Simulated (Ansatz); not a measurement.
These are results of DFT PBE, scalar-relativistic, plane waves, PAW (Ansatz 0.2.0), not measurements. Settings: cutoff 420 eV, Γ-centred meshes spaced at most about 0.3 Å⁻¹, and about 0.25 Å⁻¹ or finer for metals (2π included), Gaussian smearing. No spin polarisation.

Temperature and zero-point effects are left out.

Task: Order these relaxed structures of Sn6Ge by energy, lowest first, with the energy over the lowest of them.
A.

```xyz
7
Lattice="4.7287 0.0000 0.0000 0.0000 4.7287 0.0000 0.0000 0.0000 8.7724" Properties=species:S:1:pos:R:3 pbc="T T T"
Sn    0.0000    2.3644    6.8798
Sn    2.3644    0.0000    6.8798
Sn    0.0000    2.3644    1.8926
Sn    2.3644    0.0000    1.8926
Sn    2.3644    2.3644    4.3862
Sn    0.0000    0.0000    4.3862
Ge    0.0000    0.0000    0.0000
```

B.

```xyz
7
Lattice="8.4930 0.0000 0.0000 -4.2465 7.3551 0.0000 0.0000 0.0000 3.0530" Properties=species:S:1:pos:R:3 pbc="T T T"
Sn    4.7928    4.2698    0.0000
Sn    1.8477    5.3393    0.0000
Sn   -0.5463    3.0853    0.0000
Sn    2.3988    2.0158    0.0000
Sn   -1.3014    6.2856    0.0000
Sn    5.5478    1.0695    0.0000
Ge    0.0000    0.0000    0.0000
```

C.

```xyz
14
Lattice="6.1056 3.5251 3.7650 -6.1056 3.5251 3.7650 0.0000 -7.0502 3.7650" Properties=species:S:1:pos:R:3 pbc="T T T"
Sn   -0.8370    2.4091    9.0570
Sn    0.8370   -2.4091    2.2381
Sn    2.5965   -0.5366    6.1838
Sn   -2.5965    0.5366    5.1113
Sn    1.6679    1.9295    2.2381
Sn   -1.6679   -1.9295    9.0570
Sn    0.8335   -2.5169    5.1113
Sn   -0.8335    2.5169    6.1838
Sn    2.5049   -0.4797    9.0570
Sn   -2.5049    0.4797    2.2381
Sn   -1.7630   -1.9803    6.1838
Sn    1.7630    1.9803    5.1113
Ge    0.0000    0.0000   10.0262
Ge    0.0000    0.0000    1.2689
```

D.

```xyz
7
Lattice="6.1280 0.0000 0.0000 -3.0640 5.3070 0.0000 0.0000 0.0000 6.1171" Properties=species:S:1:pos:R:3 pbc="T T T"
Sn    1.9450    3.3688    1.7527
Sn   -1.9450    3.3688    4.3645
Sn    3.8900    0.0000    4.3645
Sn    1.1190    1.9382    4.3645
Sn   -1.1190    1.9382    1.7527
Sn    2.2381    0.0000    1.7527
Ge    0.0000    0.0000    0.0000
```

Result: C (0 meV/atom), B (74 meV/atom), A (92 meV/atom), D (130 meV/atom). Forms: C R-3; B P6/m; A P4/mmm; D P-31m. Counting Sn atoms around Ge (those within 1.25 times the shortest such distance or 1.15 times the sum of covalent radii, 1.27 where that leaves under three; the shortest distance is added where it exceeds 1.18 times the sum of covalent radii): C has Ge 3; B has Ge 6 from 3.1 Å; A has Ge 8; D has Ge 6. All come from invented guesses.

For metals, differences of a few meV/atom aren't resolved. Cells relaxed within their symmetry can be saddle points. Some structure types and database cells were kept out of the candidates from the start, so a known form may be missing.
